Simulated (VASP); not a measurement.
# BAs (F-43m) in VASP: further runs

One crystal, BAs, is run at these levels: PBEsol, PBE; tasks: relaxation of cell and atoms.

Everything below comes from runs of VASP 6.6.1. Logs are shortened: lines on timing, memory, paths and dates and some standing lists are left out, and cuts for length are marked.

## 1. Starting point

The structure is cubic, space group F-43m (No. 216). The conventional cell has a = 4.777 Å, b = 4.777 Å, c = 4.777 Å, α = 90.00°, β = 90.00°, γ = 90.00°. B (site symmetry -43m) is surrounded by 4 As at 2.07 Å. Around As (site symmetry -43m) lie 4 B at 2.07 Å.

## 2. Relaxation of cell and atoms, PBEsol

The input, INCAR:

```
  PREC = Accurate
  ENCUT = 600
  EDIFF = 1E-6
  ISMEAR = 0
  SIGMA = 0.03
  LREAL = False
  LASPH = True
  NELM = 80
  ALGO = Normal
  ISIF = 3
  LWAVE = False
  LCHARG = False
  GGA = PS
  IBRION = 2
  NSW = 90
  EDIFFG = -0.01
```

The input, KPOINTS:

```
regular mesh
0
Gamma
  10 10 10
```

The input, POSCAR:

```
BAs
1.0
    0.0000000000      2.3885000000      2.3885000000
    2.3885000000      0.0000000000      2.3885000000
    2.3885000000      2.3885000000      0.0000000000
B As
1 1
Direct
    0.0000000000      0.0000000000      0.0000000000
    0.2500000000      0.2500000000      0.2500000000
```

Potentials or basis: VASP PAW PBE potentials, release 64 (B, As).

Run with:

```bash
$ cat potpaw_PBE.64/B/POTCAR potpaw_PBE.64/As/POTCAR > POTCAR
$ mpirun -np 1 vasp_std > vasp.out
```

OUTCAR:

```text
PREC = Accurate
   ENCUT = 600
   EDIFF = 1E-6
   ISMEAR = 0
   LREAL = False
   LASPH = True
   NELM = 80
   ISIF = 3
   GGA = PS
   IBRION = 2
   NSW = 90
   EDIFFG = -0.01

 ion  position               nearest neighbor table
   1  0.000  0.000  0.000-   2 2.07   2 2.07   2 2.07   2 2.07
   2  0.250  0.250  0.250-   1 2.07   1 2.07   1 2.07   1 2.07

  LATTYP: Found a face centered cubic cell.
 ALAT       =     4.7770000000

  Lattice vectors:

 A1 = (   0.0000000000,   2.3885000000,   2.3885000000)
 A2 = (   2.3885000000,   0.0000000000,   2.3885000000)
 A3 = (   2.3885000000,   2.3885000000,   0.0000000000)

Analysis of symmetry for initial positions (statically):
=====================================================================
 Subroutine PRICEL returns:
 Original cell was already a primitive cell.

 Routine SETGRP: Setting up the symmetry group for a
 face centered cubic supercell.

 Subroutine GETGRP returns: Found 24 space group operations
 (whereof 24 operations were pure point group operations)
 out of a pool of 48 trial point group operations.

The static configuration has the point symmetry T_d .

Analysis of symmetry for dynamics (positions and initial velocities):
=====================================================================
 Subroutine PRICEL returns:
 Original cell was already a primitive cell.

 Routine SETGRP: Setting up the symmetry group for a
 face centered cubic supercell.

 Subroutine GETGRP returns: Found 24 space group operations
 (whereof 24 operations were pure point group operations)
 out of a pool of 48 trial point group operations.

The dynamic configuration has the point symmetry T_d .

 Subroutine INISYM returns: Found 24 space group operations
 (whereof 24 operations are pure point group operations),
 and found     1 'primitive' translations

----------------------------------------------------------------------------------------

                                     Primitive cell

  volume of cell :      27.2525

  direct lattice vectors                    reciprocal lattice vectors
     0.000000000  2.388500000  2.388500000    -0.209336404  0.209336404  0.209336404
     2.388500000  0.000000000  2.388500000     0.209336404 -0.209336404  0.209336404
     2.388500000  2.388500000  0.000000000     0.209336404  0.209336404 -0.209336404

  length of vectors
     3.377849094  3.377849094  3.377849094     0.362581287  0.362581287  0.362581287

  position of ions in fractional coordinates (direct lattice)
     0.000000000  0.000000000  0.000000000
     0.250000000  0.250000000  0.250000000

  ion indices of the primitive-cell ions
   primitive index   ion index
                 1           1
                 2           2

----------------------------------------------------------------------------------------

 KPOINTS: regular mesh

Automatic generation of k-mesh.
 Grid dimensions read from file:
 generate k-points for:   10   10   10

 Generating k-lattice:

  Cartesian coordinates                     Fractional coordinates (reciprocal lattice)
    -0.020933640  0.020933640  0.020933640     0.100000000  0.000000000  0.000000000
     0.020933640 -0.020933640  0.020933640     0.000000000  0.100000000  0.000000000
     0.020933640  0.020933640 -0.020933640     0.000000000  0.000000000  0.100000000

  Length of vectors
     0.036258129  0.036258129  0.036258129

  Shift w.r.t. Gamma in fractional coordinates (k-lattice)
     0.000000000  0.000000000  0.000000000

 Subroutine IBZKPT returns following result:
 ===========================================

 Found     47 irreducible k-points:

 Following reciprocal coordinates:
            Coordinates               Weight
  0.000000  0.000000  0.000000      1.000000
  0.100000  0.000000  0.000000      8.000000
  0.200000  0.000000  0.000000      8.000000
  0.300000  0.000000  0.000000      8.000000
  0.400000  0.000000  0.000000      8.000000
  0.500000  0.000000  0.000000      4.000000
[... 16 lines left out ...]
  0.300000  0.300000  0.000000      6.000000
  0.400000  0.300000  0.000000     24.000000
 [... further k-points ...]
   k-points           NKPTS =     47   k-points in BZ     NKDIM =     47   number of bands    NBANDS=      8
   number of dos      NEDOS =    301   number of ions     NIONS =      2
   total plane-waves  NPLWV =  21952
   dimension x,y,z NGX =    28 NGY =   28 NGZ =   28
   dimension x,y,z NGXF=    56 NGYF=   56 NGZF=   56
   ions per type =               1   1
   NGX,Y,Z   is equivalent  to a cutoff of  13.78, 13.78, 13.78 a.u.
   NGXF,Y,Z  is equivalent  to a cutoff of  27.56, 27.56, 27.56 a.u.
 SYSTEM =  unknown system
   PREC   = accura    normal or accurate (medium, high low for compatibility)
   ISTART =      0    job   : 0-new  1-cont  2-samecut
   ICHARG =      2    charge: 1-file 2-atom 10-const
   ISPIN  =      1    spin polarized calculation?
   LNONCOLLINEAR =      F non collinear calculations
   LSORBIT =      F    spin-orbit coupling
   LASPH  =      T    aspherical Exc in radial PAW
   ENCUT  =  600.0 eV  44.10 Ry    6.64 a.u.   6.75  6.75  6.75*2*pi/ulx,y,z
   NELM   =     80;   NELMIN=  2; NELMDL= -5     # of ELM steps
   EDIFF  = 0.1E-05   stopping-criterion for ELM
   LREAL  =      F    real-space projection
   EDIFFG = -.1E-01   stopping-criterion for IOM
   NSW    =     90    number of steps for IOM
   IBRION =      2    ionic relax: 0-MD 1-quasi-New 2-CG
   NFREE  =      1    steps in history (QN), initial steepest desc. (CG)
   ISIF   =      3    stress and relaxation
   ISYM   =      2    0-nonsym 1-usesym 2-fastsym
   POTIM  = 0.5000    time-step for ionic-motion
   TEBEG  =    0.0;   TEEND  =   0.0 temperature during run
   PSTRESS=    0.0 pullay stress
   NELECT =       8.0000    total number of electrons
   NUPDOWN=      -1.0000    fix difference up-down
   EMIN   =  10.00;   EMAX   =-10.00  energy-range for DOS
   EFERMI =   0.00;   METHOD = LEGACY
   ISMEAR =     0;   SIGMA  =   0.03  broadening in eV -4-tet -1-fermi 0-gaus
   EFERMI_NEDOS =   21; number of points for ismear=-14 and -15
   IALGO  =     38    algorithm
   IMIX   =      4    mixing-type and parameters
     AMIX     =   0.40;   BMIX     =  1.00
     AMIX_MAG =   1.60;   BMIX_MAG =  1.00
  volume/ion in A,a.u.               =      13.63        91.95
  Fermi-wavevector in a.u.,A,eV,Ry     =   1.088018  2.056057 16.106360  1.183784
  Thomas-Fermi vector in A             =   2.224191
   LORBIT       =      0    0 simple, 1 ext, 2 COOP (PROOUT), +10 PAW based schemes
   GGA     = PS    functional components
   LHFCALC =     F    Hartree Fock is set to
   AEXX    =    0.0000 exact exchange contribution
   IVDW    =     0    specifies the selected vdW correction
   LEPSILON=     F    determine dielectric tensor
   LRPA    =     F    only Hartree local field effects (RPA)
 conjugate gradient relaxation of ions
 non-spin polarized calculation
 Gauss-broadening in eV      SIGMA  =   0.03
  energy-cutoff  :      600.00
  volume of cell :       27.25
 maximum number of plane-waves:       941
   NGX = 13   NGY = 13   NGZ = 13

 number of electron       8.0000000 magnetization

 Free energy of the ion-electron system (eV)
  ---------------------------------------------------
  ext. energy  EPLUGINS =         0.00000000
  ---------------------------------------------------
  free energy    TOTEN  =       -12.20477750 eV

  energy without entropy =      -12.20477750  energy(sigma->0) =      -12.20477750

 E-fermi :   6.2573     XC(G=0): -10.7310

 val. band max:        6.0435011420   @ k =   0.0000   0.0000   0.0000
 cond. band min:       7.1198265839   @ k =   0.4000   0.4000   0.0000
 fundamental gap:      1.0763254419
 Fermi energy:         6.2572949500

 k-point     1 :       0.0000    0.0000    0.0000
  band No.  band energies     occupation
      1      -9.3931      2.00000
      2       6.0435      2.00000
      3       6.0435      2.00000
      4       6.0435      2.00000
      5       9.2834      0.00000
      6       9.2834      0.00000
      7       9.2834      0.00000
      8      10.7256      0.00000

 k-point     2 :       0.1000    0.0000    0.0000
  band No.  band energies     occupation
      1      -9.2285      2.00000
      2       4.6380      2.00000
      3       5.7388      2.00000
      4       5.7388      2.00000
      5       9.4290      0.00000
      6       9.6839      0.00000
      7       9.6839      0.00000
      8      11.5940      0.00000

 k-point     3 :       0.2000    0.0000    0.0000
  band No.  band energies     occupation
      1      -8.7430      2.00000
      2       2.2614      2.00000
      3       5.1608      2.00000
      4       5.1608      2.00000
      5       9.2120      0.00000
      6      10.4018      0.00000
      7      10.4018      0.00000
      8      13.1921      0.00000

 k-point     4 :       0.3000    0.0000    0.0000
  band No.  band energies     occupation
      1      -7.9725      2.00000
      2      -0.0391      2.00000
      3       4.6515      2.00000
      4       4.6515      2.00000
      5       8.9404      0.00000
      6      10.7957      0.00000
      7      10.7957      0.00000
      8      14.4120      0.00000

 k-point     5 :       0.4000    0.0000    0.0000
  band No.  band energies     occupation
      1      -7.0493      2.00000
      2      -1.9226      2.00000
      3       4.3252      2.00000
      4       4.3252      2.00000
      5       8.7592      0.00000
      6      10.8119      0.00000
      7      10.8119      0.00000
      8      14.7640      0.00000
[... 177 lines left out ...]
 k-point    22 :      -0.2000    0.2000    0.0000
  band No.  band energies     occupation
      1      -7.7085      2.00000
      2       0.5580      2.00000
      3       1.9319      2.00000
      4       4.7443      2.00000
      5       9.9359      0.00000
      6      11.1291      0.00000
      7      11.9919      0.00000
      8      12.9793      0.00000

 k-point    23 :       0.3000    0.3000    0.0000
  band No.  band energies     occupation
      1      -7.4729      2.00000
      2       0.8307      2.00000
      3       2.8321      2.00000
      4       2.8321      2.00000
      5       7.3519      0.00000
      6       9.5939      0.00000
      7      14.4727      0.00000
      8      14.4727      0.00000

 k-point    24 :       0.4000    0.3000    0.0000
  band No.  band energies     occupation
      1      -6.7432      2.00000
      2      -0.4168      2.00000
      3       2.0341      2.00000
      4       2.5345      2.00000
      5       7.6502      0.00000
      6       9.3358      0.00000
      7      14.8455      0.00000
      8      15.0845      0.00000

 [... further k-points ...]
[... 5 lines left out ...]
  --------------------------------------------------------------------------------------
  -------------------------------------------------------------------------------------
  Total        0.0088480      0.0088480      0.0088480     -0.0000000      0.0000000     -0.0000000
  in kB        0.5201743      0.5201743      0.5201743     -0.0000000      0.0000000     -0.0000000
  external PRESSURE =       0.5201743 kB  Pullay stress =       0.0000000 kB

 VOLUME and BASIS-vectors are now :
 -----------------------------------------------------------------------------
  energy-cutoff  :      600.00
  volume of cell :       27.25
      direct lattice vectors                 reciprocal lattice vectors
     0.000000000  2.388500000  2.388500000    -0.209336404  0.209336404  0.209336404
     2.388500000  0.000000000  2.388500000     0.209336404 -0.209336404  0.209336404
     2.388500000  2.388500000  0.000000000     0.209336404  0.209336404 -0.209336404

 POSITION                                       TOTAL-FORCE (eV/Angst)
 -----------------------------------------------------------------------------------
      0.00000      0.00000      0.00000        -0.000000     -0.000000     -0.000000
      1.19425      1.19425      1.19425         0.000000      0.000000      0.000000
 -----------------------------------------------------------------------------------
    total drift:                               -0.000000     -0.000000     -0.000000

  FREE ENERGIE OF THE ION-ELECTRON SYSTEM (eV)
  ---------------------------------------------------
  free  energy   TOTEN  =       -12.2047774986 eV

  energy  without entropy=      -12.2047774986  energy(sigma->0) =      -12.20477750

 reached required accuracy - stopping structural energy minimisation
```

It took 11 s on 1 thread of Intel Xeon Platinum 8375C at 2.90GHz (Ice Lake), shared host; peak memory 0.16 GiB.

What came out:

* Free energy: -12.2048 eV
* Pressure after relaxing: 0.1 GPa
* Band gap on the k mesh: 1.08 eV, indirect (least direct gap 3.24 eV)

Final structure:
```yaml
crystal:
  lattice:
    - [0.00000, 2.38850, 2.38850]
    - [2.38850, 0.00000, 2.38850]
    - [2.38850, 2.38850, 0.00000]
  atoms:
    - { symbol: B, position: [0.00000, 0.00000, 0.00000] }
    - { symbol: As, position: [0.25000, 0.25000, 0.25000] }
```

Caveat: the relaxation stopped at its first step, so nothing moved; the PAW data sets were made with another functional, which shifts forces and pressure a little.

## 3. Relaxation of cell and atoms, PBEsol

INCAR, as its differences from that of step 2:

```diff
@@ -2,3 +2,3 @@
   ENCUT = 600
-  EDIFF = 1E-6
+  EDIFF = 1E-7
   ISMEAR = 0
@@ -15,2 +15,2 @@
   NSW = 90
-  EDIFFG = -0.01
+  EDIFFG = -0.005
```

KPOINTS is that of step 2.

The input, POSCAR:

```
BAs                                     
1.0
    0.0000000000      2.3885000000      2.3885000000
    2.3885000000      0.0000000000      2.3885000000
    2.3885000000      2.3885000000      0.0000000000
  B               As            
     1     1
Direct
     0.0000000000000000    0.0000000000000000    0.0000000000000000
     0.2500000000000000    0.2500000000000000    0.2500000000000000
```

Potentials or basis: VASP PAW PBE potentials, release 64 (B, As).

Run with:

```bash
$ cat potpaw_PBE.64/B/POTCAR potpaw_PBE.64/As/POTCAR > POTCAR
$ mpirun -np 1 vasp_std > vasp.out
```

Wall time 13 s (1 thread of Intel Xeon Platinum 8375C at 2.90GHz (Ice Lake), shared host); peak memory 0.16 GiB.

Results (log left out):

```yaml
Free_energy: -12.2048 eV
Pressure_after_relaxing: 0.1 GPa
Band_gap_on_the_k_mesh: 1.08 eV, indirect (least direct gap 3.24 eV)
```

Final structure:
```
B As
1.0
     0.00000    2.38850    2.38850
     2.38850    0.00000    2.38850
     2.38850    2.38850    0.00000
B As
1 1
Direct
  0.00000 0.00000 0.00000
  0.25000 0.25000 0.25000
```

Levels at points of the mesh, in eV from the valence-band top:
| k point | band 1 | band 2 | band 3 | band 4 | band 5 | band 6 | band 7 | band 8 |
| --- | --- | --- | --- | --- | --- | --- | --- | --- |
| (0.00, 0.00, 0.00) | -15.44 | 0.00 | 0.00 | 0.00 | 3.24 | 3.24 | 3.24 | 4.68 |
| (0.50, 0.00, 0.00) | -12.55 | -8.83 | -1.83 | -1.83 | 2.65 | 4.73 | 4.73 | 8.71 |
| (0.50, 0.50, 0.00) | -11.24 | -8.53 | -4.11 | -4.11 | 1.31 | 1.34 | 11.34 | 11.34 |

Caveat: the relaxation stopped at its first step, so nothing moved; the PAW data sets were made with another functional, which shifts forces and pressure a little.

## 4. Relaxation of cell and atoms, PBE

The input, INCAR:

```
SYSTEM = BAs
PREC = Accurate
ENCUT = 300
EDIFF = 1E-6
ISMEAR = 0
SIGMA = 0.03
LREAL = .False.
LASPH = .True.
NELM = 80
ALGO = Normal
ISIF = 3
LWAVE = .False.
LCHARG = .False.
GGA = PE
IBRION = 2
NSW = 90
EDIFFG = -0.01
```

The input, KPOINTS:

```
regular mesh
0
Gamma
  5 5 5
  0 0 0
```

The input, POSCAR:

```
BAs
1.0
    0.0000000000      2.3885000000      2.3885000000
    2.3885000000      0.0000000000      2.3885000000
    2.3885000000      2.3885000000      0.0000000000
B As
1 1
Direct
    0.0000000000      0.0000000000      0.0000000000
    0.2500000000      0.2500000000      0.2500000000
```

Potentials or basis: VASP PAW PBE potentials, release 64 (B_s, As).

Run with:

```bash
$ cat potpaw_PBE.64/B_s/POTCAR potpaw_PBE.64/As/POTCAR > POTCAR
$ mpirun -np 1 vasp_std > vasp.out
```

Wall time 4.6 s (1 thread of Intel Xeon Platinum 8488C (Sapphire Rapids), shared host); peak memory 0.12 GiB.

The run converged, but some of its settings lie outside the range that counts as converged, so its numbers aren't taken as properties of the crystal.

Results:

```yaml
Free_energy: -11.3481 eV
Relaxed_volume: 13.97 Å³/atom
Relaxed_cell: a = 3.406 Å, b = 3.406 Å, c = 3.406 Å, α = 60.00°, β = 60.00°, γ = 60.00°
Space_group_after_relaxing_to_0.05_Å: F-43m (No. 216)
Energy_gained_by_relaxing: 3.7 meV/atom
Ionic_steps: 3
Band_gap_on_the_k_mesh: 1.20 eV, indirect (least direct gap 3.24 eV)
```

Caveat: the k mesh is coarse (spacing up to 0.46 Å⁻¹), so the values aren't converged; the cutoff is under 1.25 times the usual one of these potentials, so pressure, stress and relaxed cells hold a basis-set (Pulay) error; an odd mesh through Γ misses points on the zone boundary, where band edges often lie.

[end of part 1 of 2]
